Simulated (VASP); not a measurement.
Mo, 1 atom in the cell. The structure is cubic, space group Im-3m (No. 229). The conventional cell has a = 3.131 Å, b = 3.131 Å, c = 3.131 Å, α = 90.00°, β = 90.00°, γ = 90.00°. Around Mo (site symmetry m-3m) lie 8 Mo at 2.71 Å. 

- Program: VASP 6.6.1
- Task: relaxation of cell and atoms
- Functional: PBEsol
- Potentials or basis: VASP PAW PBE potentials, release 64 (Mo_sv)
- Cutoff: 600 eV
- k mesh: 16 × 16 × 16
- Occupations: methfessel-paxton, width 0.1 eV
- Spin: no spin polarisation
- Further INCAR settings: ALGO = Normal; EDIFF = 1e-07; IBRION = 2; EDIFFG = -0.005; NSW = 90; ISIF = 3

Potentials or basis: VASP PAW PBE potentials, release 64 (Mo_sv).

Launch:

```console
$ cat potpaw_PBE.64/Mo_sv/POTCAR > POTCAR
$ mpirun -np 2 vasp_std > vasp.out
```

Hardware: 2 MPI ranks on Intel(R) Xeon(R) 6975P-C (Granite Rapids), with other jobs on the host.

Problem. How long does it take, and how much memory?

Solution. Run time: 15 s on 2 MPI ranks on Intel(R) Xeon(R) 6975P-C (Granite Rapids), with other jobs on the host, peak memory 0.15 GiB a rank. Counts: scf iterations 21, k points 145, ion steps 3.
